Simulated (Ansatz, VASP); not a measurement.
**KF in VASP and in Ansatz**

```
CELL_PARAMETERS angstrom
0.00000 2.53982 2.60666
2.53982 0.00000 2.60666
2.53982 2.53982 0.00000
ATOMIC_POSITIONS crystal
K 0.00000 0.00000 0.00000
F 0.50000 0.50000 0.50000
```

Change from the starting cell: strain -0.050 along x and y, -0.025 along z, atoms carried along.

Alike in both runs: task single point; functional LDA; k mesh 8 × 8 × 8; occupations gaussian, width 0.05 eV; no spin polarisation.

|  | VASP | Ansatz |
| --- | --- | --- |
| version | VASP 6.6.1 | Ansatz 0.2.0 |
| potentials or method | VASP PAW LDA potentials, release 64 (K_sv, F) | scalar-relativistic, plane waves, PAW |
| plane-wave cutoff (eV) | 520 | 420 |
| valence electrons in the cell | 16 | 16 |

VASP gave:

```
gap on the k mesh at the Fermi level (eV)       : 6.45
least direct gap on the mesh (eV)               : 6.45
pressure (GPa)                                  : 1.4
largest component of the traceless stress (GPa) : 1.55
```

**Question.** Which values does Ansatz return?

**Answer.** gap on the k mesh at the Fermi level (eV): 6.47; least direct gap on the mesh (eV): 6.47; pressure (GPa): 1.1; largest component of the traceless stress (GPa): 1.48.

A k mesh can miss the band edges.
